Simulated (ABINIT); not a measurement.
Crystal: SiC (Moissanite).

```
Si C
1.0
     3.07600    0.00000    0.00000
    -1.53800    2.66389    0.00000
     0.00000    0.00000    5.04800
Si C
2 2
Direct
  0.66667 0.33333 0.50000
  0.33333 0.66667 0.00000
  0.66667 0.33333 0.88500
  0.33333 0.66667 0.38500
```

Base run:

* Program: ABINIT 10.8.3 (patched build)
* Functional: OLYP
* Potentials or basis: PseudoDojo NC SR PBE v0.4.1 standard
* Cutoff: 1116 eV
* k mesh: 10 × 10 × 5
* Occupations: fermi-dirac, width 0.05 eV
* Spin: no spin polarisation

Its results: band gap on the k mesh 2.70 eV, indirect (least direct gap 4.23 eV); pressure -1.8 GPa; largest force 0.739 eV/Å.

Q: After a change of settings the same cell gave: band gap on the k mesh 2.82 eV, indirect (least direct gap 4.35 eV); pressure 10.2 GPa; largest force 0.766 eV/Å. Which change was it?
A. functional from OLYP to LDA-VWN; potentials or basis from PseudoDojo NC SR PBE v0.4.1 standard to PseudoDojo NC SR LDA v0.4.1 standard
B. functional from OLYP to PBE; potentials or basis from PseudoDojo NC SR PBE v0.4.1 standard to SG15 NC PBE v1.2
C. functional from OLYP to PW91; potentials or basis from PseudoDojo NC SR PBE v0.4.1 standard to JTH PAW PBE v2.0; cutoff from 1116 eV to 544 eV
D. functional from OLYP to BLYP

A: D.

Caveats: the potentials were made for another functional, which shifts forces and pressure; the mesh misses the band edges, which the band path finds closer together.

Not every run made on this cell is shown here.
